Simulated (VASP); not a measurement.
# Ti (P6/mmm) in VASP: further runs, part 4 of 4

VASP 6.6.1. Earlier steps stand in the parts before.

### 6 Relaxation of cell and atoms, PBEsol

Input file INCAR:

```
SYSTEM = Ti
  ALGO = Normal
  EDIFF = 1E-7
  EDIFFG = -0.005
  ENCUT = 300
  GGA = PS
  IBRION = 2
  ISIF = 3
  ISMEAR = 0
  LASPH = .True.
  LCHARG = .False.
  LREAL = .False.
  LWAVE = .False.
  NELM = 60
  NSW = 90
  PREC = Accurate
  SIGMA = 0.1
```

Input file KPOINTS:

```
k-points
0
Gamma
  12 12 14
  0 0 0
```

Input file POSCAR:

```
Ti
1.0
    4.5673748300      0.0000000000      0.0000000000
   -2.2836874200      3.9554626300      0.0000000000
    0.0000000000      0.0000000000      2.8262442700
Ti
3
Direct
    0.0000000000      0.0000000000      0.0000000000
    0.3333333300      0.6666666700      0.5000000000
    0.6666666700      0.3333333300      0.5000000000
```

Potentials or basis: VASP PAW PBE potentials, release 64 (Ti_sv).

Launch:

```console
$ cat potpaw_PBE.64/Ti_sv/POTCAR > POTCAR
$ mpirun -np 1 vasp_std > vasp.out
```

OUTCAR:

```text
SYSTEM = Ti
   EDIFF = 1E-7
   EDIFFG = -0.005
   ENCUT = 300
   GGA = PS
   IBRION = 2
   ISIF = 3
   ISMEAR = 0
   LASPH = .True.
   LREAL = .False.
   NELM = 60
   NSW = 90
   PREC = Accurate

 ion  position               nearest neighbor table
   1  0.000  0.000  0.000-
   2  0.333  0.667  0.500-   3 2.64   3 2.64   3 2.64
   3  0.667  0.333  0.500-   2 2.64   2 2.64   2 2.64

  LATTYP: Found a hexagonal cell.
 ALAT       =     4.5673748300
 C/A-ratio  =     0.6187896495

  Lattice vectors:

 A1 = (   4.5673748300,   0.0000000000,   0.0000000000)
 A2 = (  -2.2836874200,   3.9554626300,   0.0000000000)
 A3 = (   0.0000000000,   0.0000000000,   2.8262442700)

Analysis of symmetry for initial positions (statically):
=====================================================================
 Subroutine PRICEL returns:
 Original cell was already a primitive cell.

 Routine SETGRP: Setting up the symmetry group for a
 hexagonal supercell.

 Subroutine GETGRP returns: Found 24 space group operations
 (whereof 24 operations were pure point group operations)
 out of a pool of 24 trial point group operations.

The static configuration has the point symmetry D_6h.

Analysis of symmetry for dynamics (positions and initial velocities):
=====================================================================
 Subroutine PRICEL returns:
 Original cell was already a primitive cell.

 Routine SETGRP: Setting up the symmetry group for a
 hexagonal supercell.

 Subroutine GETGRP returns: Found 24 space group operations
 (whereof 24 operations were pure point group operations)
 out of a pool of 24 trial point group operations.

The dynamic configuration has the point symmetry D_6h.

 Subroutine INISYM returns: Found 24 space group operations
 (whereof 24 operations are pure point group operations),
 and found     1 'primitive' translations
[... 119 lines left out ...]
  Fermi-wavevector in a.u.,A,eV,Ry     =   1.457084  2.753489 28.886426  2.123092
  Thomas-Fermi vector in A             =   2.573926
   LORBIT       =      0    0 simple, 1 ext, 2 COOP (PROOUT), +10 PAW based schemes
   GGA     = PS    functional components
   LHFCALC =     F    Hartree Fock is set to
   AEXX    =    0.0000 exact exchange contribution
   IVDW    =     0    specifies the selected vdW correction
   LEPSILON=     F    determine dielectric tensor
   LRPA    =     F    only Hartree local field effects (RPA)
 conjugate gradient relaxation of ions
 non-spin polarized calculation
 Gauss-broadening in eV      SIGMA  =   0.10
  energy-cutoff  :      300.00
  volume of cell :       51.06
 maximum number of plane-waves:       624
 NGX is ok and might be reduce to    28
   NGX = 13   NGY = 13   NGZ =  7

--------------------------------------- Ionic step        1  -------------------------------------------

 number of electron      35.9999963 magnetization

 Free energy of the ion-electron system (eV)
  ---------------------------------------------------
  ext. energy  EPLUGINS =         0.00000000
  ---------------------------------------------------
  free energy    TOTEN  =       -24.99296472 eV

  energy without entropy =      -24.97938990  energy(sigma->0) =      -24.98617731

------------------------ aborting loop because EDIFF is reached ----------------------------------------

  FORCE on cell =-STRESS in cart. coord.  units (eV):
  Direction    XX          YY          ZZ          XY          YZ          ZX
  --------------------------------------------------------------------------------------
  -------------------------------------------------------------------------------------
  Total       -1.3059514     -1.3059514     -1.2452000      0.0000000      0.0000000      0.0000000
  in kB      -40.9792464    -40.9792464    -39.0729377      0.0000001      0.0000000      0.0000000
  external PRESSURE =     -40.3438102 kB  Pullay stress =       0.0000000 kB
[... 209 lines left out ...]
--------------------------------------- Ionic step        7  -------------------------------------------

 number of electron      35.9999978 magnetization

 Free energy of the ion-electron system (eV)
  ---------------------------------------------------
  ext. energy  EPLUGINS =         0.00000000
  ---------------------------------------------------
  free energy    TOTEN  =       -25.01630659 eV

  energy without entropy =      -25.00274905  energy(sigma->0) =      -25.00952782

 E-fermi :   8.7142     XC(G=0): -11.9092

 val. band max:        8.7029011744   @ k =   0.4167   0.0000   0.1429
 cond. band min:       8.7213369958   @ k =   0.0000   0.0000   0.0000
 fundamental gap:      0.0184358214
 Fermi energy:         8.7141501458

 k-point     1 :       0.0000    0.0000    0.0000
  band No.  band energies     occupation
      1     -47.8277      2.00000
      2     -47.5645      2.00000
      3     -47.3710      2.00000
      4     -24.2903      2.00000
      5     -24.2903      2.00000
      6     -24.2063      2.00000
[... 589 lines left out ...]
     21       9.3985      0.00000
     22       9.8807      0.00000

 [... further k-points ...]
[... 5 lines left out ...]
  --------------------------------------------------------------------------------------
  -------------------------------------------------------------------------------------
  Total       -0.0137884     -0.0137884     -0.0148025      0.0000000      0.0000000      0.0000000
  in kB       -0.4483339     -0.4483339     -0.4813050      0.0000000      0.0000000      0.0000000
  external PRESSURE =      -0.4593243 kB  Pullay stress =       0.0000000 kB
[... 18 lines left out ...]
  FREE ENERGIE OF THE ION-ELECTRON SYSTEM (eV)
  ---------------------------------------------------
  free  energy   TOTEN  =       -25.0163065852 eV

  energy  without entropy=      -25.0027490501  energy(sigma->0) =      -25.00952782

 reached required accuracy - stopping structural energy minimisation
```

OSZICAR:

```text
N       E                     dE             d eps       ncg     rms          rms(c)
DAV:   1     0.337115994203E+03    0.33712E+03   -0.14323E+04  6728   0.147E+03
DAV:   2     0.147063440462E+02   -0.32241E+03   -0.31866E+03  6748   0.468E+02
DAV:   3    -0.253828533549E+02   -0.40089E+02   -0.39366E+02 12896   0.142E+02
[... 77 lines left out ...]
DAV:   4    -0.250162904242E+02    0.93207E-04   -0.81981E-04  9478   0.300E-01    0.172E-02
DAV:   5    -0.250162995294E+02   -0.91051E-05   -0.47222E-05  9750   0.541E-02    0.762E-03
DAV:   6    -0.250163037833E+02   -0.42539E-05   -0.60812E-06 10302   0.171E-02    0.733E-03
DAV:   7    -0.250163063444E+02   -0.25611E-05   -0.74101E-06 10116   0.154E-02    0.190E-03
DAV:   8    -0.250163066132E+02   -0.26882E-06   -0.11335E-06 10228   0.676E-03    0.138E-03
DAV:   9    -0.250163065852E+02    0.28013E-07   -0.10878E-07  4608   0.275E-03
   7 F= -.25016307E+02 E0= -.25009528E+02  d E =-.469728E-05
```

CONTCAR:

```text
Ti
   1.00000000000000
     4.5097548955688005    0.0000000000728313    0.0000000000000000
    -2.2548774526582487    3.9055623030342104   -0.0000000000000000
    -0.0000000000000000   -0.0000000000000000    2.7976148553030464
  Ti
     3
Direct
     0.0000000000000000    0.0000000000000000    1.0000000000000000
     0.3333333300000021    0.6666666699999979    0.5000000000000000
     0.6666666699999979    0.3333333300000021    0.5000000000000000

  0.00000000E+00  0.00000000E+00  0.00000000E+00
  0.00000000E+00  0.00000000E+00  0.00000000E+00
  0.00000000E+00  0.00000000E+00  0.00000000E+00
```

Run time: 3 min. Hardware: 1 thread of Intel Xeon 6975P-C (Granite Rapids), shared host; peak memory 0.18 GiB.

The run converged, but some of its settings lie outside the range that counts as converged, so its numbers aren't taken as properties of the crystal.

Results:

| Quantity | Value |
| --- | --- |
| Free energy | -25.0163 eV |
| Relaxed volume | 16.42 Å³/atom |
| Relaxed cell | a = 4.510 Å, b = 4.510 Å, c = 2.798 Å, α = 90.00°, β = 90.00°, γ = 120.00° |
| Space group after relaxing (to 0.05 Å) | P6/mmm (No. 191) |
| Energy gained by relaxing | 7.8 meV/atom |
| Ionic steps | 7 |
| Band gap on the k mesh | none (metal or under the smearing width) |

Caveat: the cutoff is under 1.25 times the usual one of these potentials, so pressure, stress and relaxed cells hold a basis-set (Pulay) error; the PAW data sets were made with another functional, which shifts forces and pressure a little.

### 7 Overview

```tsv
level	potentials or basis	gap on the mesh (eV)	pressure (GPa)	relaxed volume (Å³/atom)
PBEsol	VASP PAW PBE potentials, release 64 (Ti_sv)	none	0.0	16.44
LDA	VASP PAW LDA potentials, release 64 (Ti_sv)	none	0.0	15.83
PBE	VASP PAW PBE potentials, release 64 (Ti_sv)	none	0.0	17.11
PBE+D3(BJ)	VASP PAW PBE potentials, release 64 (Ti_sv)	none	0.0	16.20
```

Alike in all rows: task relaxation of cell and atoms; no spin polarisation; cell relaxed; k mesh 12 × 12 × 14; cutoff (eV) 600; smearing gaussian 0.1 eV.

Caveats: the PAW data sets were made with another functional, which shifts forces and pressure a little (some runs); pairwise dispersion overbinds metals, which lowers pressure and volume (some runs).

Total energies depend on the potentials used, so only differences within one code and one set of settings carry meaning.
